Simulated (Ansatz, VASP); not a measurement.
**One calculation of C, two programs**

```
CELL_PARAMETERS angstrom
2.55629 1.47588 6.70901
-2.55629 1.47588 6.70901
0.00000 -2.95175 6.70901
ATOMIC_POSITIONS crystal
C 0.92442 0.65121 0.92442
C 0.92442 0.92442 0.65121
C 0.65121 0.92442 0.92442
C 0.07558 0.34879 0.07558
C 0.34879 0.07558 0.07558
C 0.07558 0.07558 0.34879
C 0.15190 0.69532 0.15190
C 0.15190 0.15190 0.69532
C 0.69532 0.15190 0.15190
C 0.84810 0.30468 0.84810
C 0.30468 0.84810 0.84810
C 0.84810 0.84810 0.30468
```

Alike in both runs: functional PBEsol; k mesh 6 × 6 × 6; occupations gaussian, width 0.1 eV; no spin polarisation.

Ansatz relaxed the structure, and its values are those at the end. VASP's run is a single point on that final structure, the one shown.

|  | VASP | Ansatz |
| --- | --- | --- |
| version | VASP 6.6.1 | Ansatz 0.2.0 |
| potentials or method | VASP PAW PBE potentials, release 64 (C) | scalar-relativistic, plane waves, PAW |
| plane-wave cutoff (eV) | 520 | 420 |
| valence electrons in the cell | 48 | 48 |

```csv
,VASP,Ansatz,Ansatz less VASP
gap on the k mesh at the Fermi level (eV),none,none,-
pressure (GPa),0.4,0.0,-0.36
rms of the force components (eV/Å),0.058,0.002,-0.0562
```

A gap of «none» marks a metal or a gap that the smearing closes. With one functional, cell and mesh, what is left measures potentials, basis and numerics.

Caveats: the PAW data sets were made with another functional, which shifts forces and pressure a little (VASP).
